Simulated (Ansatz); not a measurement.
**Strontium (bcc) across density functionals**

All rows: Ansatz, plane waves with scalar-relativistic PAW, 420 eV (500 eV for the SCAN forms), relaxed under each functional, no dispersion correction, no zero-point motion. B₀ comes from uniform scaling at fixed shape; a dash is a value not given.

```tsv
functional	V (Å³/atom)	cell	B₀ (GPa)	magnetic state	ΔE to fcc (meV/atom)
PBE	54.24	a = 4.769 Å	11	spin not included	8
r²SCAN	56.32	a = 4.829 Å	11	spin not included	11
PBEsol	51.33	a = 4.682 Å	12	spin not included	4
revPBE	57.07	a = 4.851 Å	10	spin not included	11
RPBE	57.92	a = 4.875 Å	10	spin not included	12
BLYP	55.56	a = 4.808 Å	11	spin not included	7
```

Q: What does LDA give?

A: V (Å³/atom): 47.83; cell: a = 4.574 Å; B₀ (GPa): 14; magnetic state: spin not included; ΔE to fcc (meV/atom): -2.
